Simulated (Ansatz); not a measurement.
A surface is cut from this relaxed crystal of MoS2:

```yaml
crystal:
  lattice:
    - [1.56049, 0.90095, 6.07645]
    - [-1.56049, 0.90095, 6.07645]
    - [0.00000, -1.80190, 6.07645]
  atoms:
    - { symbol: Mo, position: [0.00000, 0.00000, 0.00000] }
    - { symbol: S, position: [0.75448, 0.75448, 0.75448] }
    - { symbol: S, position: [0.24552, 0.24552, 0.24552] }
```

Miller indices refer to the conventional cell of R-3m (No. 166), a = 3.121 Å, b = 3.121 Å, c = 18.229 Å, α = 90.00°, β = 90.00°, γ = 120.00°.

The (001) slab of 5 planes, 9.0 Å thick with 15 Å of vacuum as cut; outer planes S (top) and S (bottom).

All numbers below come from Ansatz 0.2.0, DFT PBEsol, scalar-relativistic, plane waves, PAW. Plane waves to 420 eV, a k mesh through Γ of 12×12×1 on the computed 5-atom cell and Gaussian smearing (0.10 eV); no spin polarisation. The cell repeats along c with a dipole correction in the vacuum.

The slab isn't stoichiometric (MoS4), so its surface energy depends on the chemical potentials; it is given with the excess atoms taken from the element's standard state, a limit at which the compound may itself be unstable, so the figure can be too low.

Results for the relaxed slab:

For the relaxed slab, the surface energy with the excess atoms taken from the elements is 3.48 J/m² and the work function is 6.97 eV.

Relaxation lowers the energy by 0.023 J/m² a face; the largest move is 0.261 Å.

```tsv
plane (bottom to top)	atoms	spacing to next, bulk (Å)	relaxed (Å)	change (%)
1	S	2.875	2.615	-9.1
2	S	1.601	1.600	0.0
3	Mo	1.601	1.600	0.0
4	S	2.875	2.615	-9.1
5	S
```

Each cell of MoS2 holds layers, and where no dispersion correction was added their binding is poorly described.

The reference crystal is a form of MoS2, which isn't its usual structure.